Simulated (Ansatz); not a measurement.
Here is an Ansatz 0.2.0 calculation.

File input.yaml:

```yaml
crystal:
  lattice:
    - [0.0, 2.5575, 2.5575]
    - [2.5575, 0.0, 2.5575]
    - [2.5575, 2.5575, 0.0]
  atoms:
    - { symbol: Hf, position: [0.0, 0.0, 0.0] }
    - { symbol: O, position: [0.75, 0.75, 0.75] }
    - { symbol: O, position: [0.25, 0.25, 0.25] }
hamiltonian:
  xc: revpbe
  pseudopotentials: { kind: nc }
  dispersion: d3bj
  hubbard:
    sites: [{ species: Hf, l: d, u_eff: 1.0 }]
    projectors: all-electron-ortho-atomic
kpoints:
  mp_grid: { grid: [8, 8, 8] }
scf:
  occupations: { method: fixed }
  initial_density: { chi_scale: 0.1 }
phonons:
  method: dfpt
  dielectric: true
  rigid_motions: translations
```

Potentials or basis: PseudoDojo standard (PBE files) with Ansatz NC.

Launch:

```bash
$ ansatz run input.yaml --threads 2 --pin off --max-ram 5120MiB --backend cpu --events-out ev --progress --plain --runs-dir out
```

Question: Estimate the electronic dielectric tensor (diagonal).

Answer: 4.98.

Question: What does it give for the Born charges (mean of the diagonal)?

Answer: Hf +5.40; O -2.70 e.

Question: Estimate the highest phonon frequency at Γ, LO-TO splitting left out.

Answer: 558 cm⁻¹.

Question: Estimate the static dielectric tensor (diagonal).

Answer: 38.53.

Phonon frequencies in cm⁻¹ (negative: imaginary):
```csv
q point,frequencies
"(0.000, 0.000, 0.000)",0 0 0 217 217 217 558 558 558
```
